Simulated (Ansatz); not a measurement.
# Energy ranking of ZrB2 structures

Method: DFT PBE, scalar-relativistic, plane waves, PAW in Ansatz 0.2.0. All cells share a 420 eV cutoff and Γ-centred k meshes spaced at most about 0.3 Å⁻¹ (about 0.25 or finer for metals, 2π included). No spin polarisation.

Formation energies are uncorrected and refer to the elements' standard structures at the same level.

All energies are static (0 K, no zero-point motion). The comparison covers the computed candidates alone. The k mesh leaves some 4 meV/atom of noise in the energy of each metallic cell.

Invented guesses and database cells were relaxed alike, and ends that match in structure were merged. ΔE counts from the first row. Coordination counts B atoms around Zr (those within 1.25 times the shortest such distance or 1.15 times the sum of covalent radii; a plus sign parts nearer from farther groups). The ends were matched against large subsets of the Crystallography Open Database and the Materials Project, so a missing match doesn't prove that a structure is unreported.

| # | reached from | type and space group | atoms | Å³/atom | coordination | ΔE (meV/atom) | gap on mesh (eV) | in databases | checks |
| --- | --- | --- | --- | --- | --- | --- | --- | --- | --- |
| 1 | a cell as deposited in COD | AlB2, P6/mmm (No. 191) | 3 | 10.3 | Zr 12 | 0 | 0.00 | COD | no imaginary mode on a 3×3×2 q mesh |
| 2 | random cell | I4/mmm (No. 139) | 6 | 10.9 | Zr 12 | 480 | 0.00 | no match | - |
| 3 | cadmium chloride type (R-3m) | R-3m (No. 166) | 3 | 12.0 | Zr 2+6 | 899 | 0.00 | no match | - |
| 4 | B2Ru type (Pmmn) | Pmmn (No. 59) | 6 | 12.0 | Zr 8 | 924 | 0.00 | no match | - |
| 5 | MoSi2 (C11b) type (I4/mmm) | CaC2, I4/mmm (No. 139) | 3 | 12.6 | Zr 10 | 1099 | 0.00 | no match | - |
| 6 | random cell | R-3m (No. 166) | 6 | 12.3 | Zr 4+6 | 1132 | 0.00 | no match | - |
| 7 | random cell with space group Immm | Immm (No. 71) | 6 | 13.4 | Zr 6 | 1136 | 0.00 | no match | - |
| 8 | random cell with space group I4_1md | I4_1md (No. 109) | 6 | 10.6 | Zr 12 | 1201 | 0.00 | no match | - |
| 9 | cubic Laves (C15) type (Fd-3m) | cubic Laves (C15), Fd-3m (No. 227) | 6 | 10.5 | Zr 12 | 1219 | 0.00 | no match | - |
| 10 | Cr2B type (I4/mcm), changed on relaxing | P4/mmm (No. 123) | 3 | 12.3 | Zr 8 | 1319 | 0.00 | no match | - |
| 11 | random cell | Pmmm (No. 47) | 3 | 14.9 | Zr 2+4 | 1445 | 0.00 | no match | - |
| 12 | fluorite type (Fm-3m) | fluorite, Fm-3m (No. 225) | 3 | 13.8 | Zr 8 | 1800 | 0.00 | no match | - |
| 13 | random cell | P4_2/nnm (No. 134) | 6 | 17.6 | Zr 4+4 | 2747 | 0.00 | no match | - |

The lowest: Space group P6/mmm (No. 191), hexagonal, a = 3.171 Å, c = 3.542 Å. Zr is surrounded by 12 B at 2.55 Å and 6 Zr at 3.17 Å; around B lie 3 B at 1.83 Å and 6 Zr at 2.55 Å. Its energy over the elements is −1.02 eV/atom. It is a structure that the Crystallography Open Database (COD) lists.

```cif
data_structure
_symmetry_space_group_name_H-M 'P 1'
_symmetry_Int_Tables_number 1
_cell_length_a 3.1709
_cell_length_b 3.1709
_cell_length_c 3.5425
_cell_angle_alpha 90.000
_cell_angle_beta 90.000
_cell_angle_gamma 120.000
_cell_volume 30.85
loop_
_atom_site_label
_atom_site_type_symbol
_atom_site_fract_x
_atom_site_fract_y
_atom_site_fract_z
_atom_site_occupancy
Zr1 Zr 0.00000 0.00000 0.00000 1
B1 B 0.33333 0.66667 0.50000 1
B2 B 0.66667 0.33333 0.50000 1
```

The second: Space group I4/mmm (No. 139), tetragonal, a = 4.164 Å, c = 7.539 Å. Zr is surrounded by 12 B at 2.64–2.67 Å, 1 Zr at 2.88 Å and 4 Zr at 3.07 Å; B has 3 B at 1.67–1.76 Å, 1 B at 2.49 Å and 6 Zr at 2.64–2.67 Å. Counting B atoms around Zr, the first and the second both have Zr 12. The first and the second both hold B–B nets. Shaken at random and relaxed again, row 1 came back. Cells without such a test can be saddle points. Some types were kept out of the candidates beforehand, so the set may lack a known form.
